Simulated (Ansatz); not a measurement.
Crystal: Si2W.

```
W Si
1.0
    -1.60690    1.60690    3.91495
     1.60690   -1.60690    3.91495
     1.60690    1.60690   -3.91495
W Si
1 2
Direct
  0.00000 0.00000 0.00000
  0.66530 0.66530 0.00000
  0.33470 0.33470 0.00000
```

| Property | Result |
| --- | --- |
| Program | Ansatz 0.2.0 |
| Task | relaxation of cell and atoms |
| Functional | BLYP |
| Dispersion | D3(BJ) |
| Potentials or basis | Ansatz PAW |
| Cutoff | 420 eV (not typed: the program's choice for these potentials) |
| k mesh | 12 × 12 × 12 |
| Occupations | fermi-dirac, width 0.05 eV |
| Spin | no spin polarisation |

At the start: volume 13.48 Å³/atom.

Question: How do energy, volume and symmetry change on relaxing?

Answer: It ends after 5 steps and the volume is 13.22 Å³/atom (-1.9 %); space group I4/mmm (No. 139, to 0.05 Å).

The path:
```csv
step,energy change (eV),largest force (eV/Å),volume (Å³)
1,0.0000,0.0198,40.44
2,-0.0095,0.0491,39.46
3,-0.0103,0.0097,39.68
4,-0.0104,0.0023,39.67
5,-0.0101,0.0023,39.67
```

Final structure:
```
CELL_PARAMETERS angstrom
-1.59737 1.59737 3.88707
1.59737 -1.59737 3.88707
1.59737 1.59737 -3.88707
ATOMIC_POSITIONS crystal
W 0.00000 0.00000 0.00000
Si 0.66548 0.66548 0.00000
Si 0.33452 0.33452 0.00000
```

Caveat: the plane-wave basis is chosen anew once the cell has moved, so the energies of steps on either side of that aren't comparable; pairwise dispersion overbinds metals, which lowers pressure and volume; the PAW data sets come from PBE, with cores solved anew for the run's functional, which leaves a small shift of forces and pressure.
